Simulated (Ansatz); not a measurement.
The system is Co.

```xyz
2
Lattice="2.4720 0.0000 0.0000 -1.2360 2.1408 0.0000 0.0000 0.0000 4.0211" Properties=species:S:1:pos:R:3 pbc="T T T"
Co    1.2360    0.7136    3.0159
Co    0.0000    1.4272    1.0053
```

```yaml
Program: Ansatz 0.2.0
Task: relaxation of cell and atoms
Functional: LDA
Potentials_or_basis: all-electron LAPW, scalar-relativistic
Basis_error_allowed: 0.001 eV/atom
k_mesh: 12 × 12 × 7
Occupations: fermi-dirac, width 0.05 eV
Spin: collinear spin, ferromagnetic start
Starting_moments: "[2.0, 2.0] μB"
```

At the start: volume 10.64 Å³/atom.

Q: Where does the relaxation end?

A: Over 6 steps the energy falls by 32.9 meV/atom and the volume is 9.99 Å³/atom (-6.1 %); space group P6_3/mmc (No. 194, to 0.05 Å); moment 2.98 μB per cell.

Step by step:
```tsv
step	energy change (eV)	largest force (eV/Å)	volume (Å³)
1	0.0000	0.0000	21.28
2	-0.0511	0.0000	20.57
3	-0.0652	0.0000	19.87
4	-0.0657	0.0000	19.98
5	-0.0657	0.0000	19.98
6	-0.0657	0.0000	19.98
```

Final structure:
```yaml
crystal:
  lattice:
    - [2.42701, 0.00000, 0.00000]
    - [-1.21351, 2.10186, 0.00000]
    - [0.00000, 0.00000, 3.91609]
  atoms:
    - { symbol: Co, position: [0.66667, 0.33333, 0.75000] }
    - { symbol: Co, position: [0.33333, 0.66667, 0.25000] }
```
